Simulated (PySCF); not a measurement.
Gas-phase XPS of `CC(=O)O`, computed

C2H4O2.
SMILES with atom numbers: `[CH3:1][C:2](=[O:3])[OH:4]`

Level of theory: PySCF 2.14.0, delta-SCF UKS SCAN, pcX-3 on the ionised atom, pcseg-2 elsewhere, spin-free X2C. Each binding energy is the total energy of the core-ionised species, with the hole localised on one atom, minus that of the ground state; both are solved self-consistently, so orbital relaxation is included.

Q: What binding energy does each computed site have?

A: 
```csv
atom(s),environment,level,binding energy (eV),above the level's lowest (eV),count
C1,methyl carbon next to a carbonyl,C 1s,291.48,0.00,1
C2,carboxylic acid carbon,C 1s,295.12,+3.64,1
O3,acid carbonyl oxygen,O 1s,538.00,0.00,1
O4,acid hydroxyl oxygen,O 1s,540.10,+2.10,1
```

The listed C 1s values span 3.64 eV, from C1 (bonded to C and 3 H) to C2 (bonded to O (double bond), O and C).

Lowest listed O 1s: O3, bonded to C (double bond). Highest, 2.10 eV above it: O4, bonded to C and H.

Q: What is the longest wavelength that can ionise C 1s of C2 vertically?

A: λ = hc/E = 12398.42 eV Å / 295.12 eV = 42.011 Å.

One conformer (not necessarily the lowest) at the PBE0-D3(BJ)/def2-TZVP geometry, without solvent, vibrations or thermal averaging.

Conformer computed: `[CH3:1][C:2](=[O:3])[OH:4]`: H–O4–C2–C1 179°.
